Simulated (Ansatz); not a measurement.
# Random displacements in Si

Level of theory: DFT PBE, scalar-relativistic, plane waves, PAW in Ansatz 0.2.0. The runs took a 250 eV cutoff, a Γ-centred 10×10×10 mesh and Gaussian smearing (0.03 eV). The cutoff lies under the one recommended for these potentials. No spin polarisation. Energies are free energies at this smearing, counted from the undisturbed cell; pressure is positive in compression.

Zero of the scan (as given, not relaxed at this level; this form isn't the usual structure):

```
Si
1.0
    -3.32544    3.32544    1.92239
     3.32544   -3.32544    1.92239
     3.32544    3.32544   -1.92239
Si
4
Direct
  0.17880 0.17880 0.35760
  0.82120 0.82120 0.64240
  0.17880 0.82120 0.00000
  0.82120 0.17880 0.00000
```

The atoms are displaced (Å, in the unstrained cell):

```
atom ux uy uz
 Si1   0.084   0.004   0.018
 Si2   0.054   0.014  -0.121
 Si3  -0.028   0.008   0.224
 Si4  -0.110  -0.027  -0.121
```

The cell is not strained.

(1) What are the energy change, the stress and the forces?

Answers

(1) ΔE = 261.0 meV/atom; stress (xx, yy, zz, yz, xz, xy; compression positive) (7.69, 1.61, 6.31, 6.93, -3.04, -1.42) GPa.
```tsv
atom	Fx (eV/Å)	Fy	Fz
Si1	-1.23	-0.59	-1.67
Si2	-1.39	0.40	1.91
Si3	1.91	-1.21	-4.25
Si4	0.71	1.40	4.01
```

Cost: 1 run of about 0.87 core-minutes, on AMD EPYC (Zen 3) (shared hosts).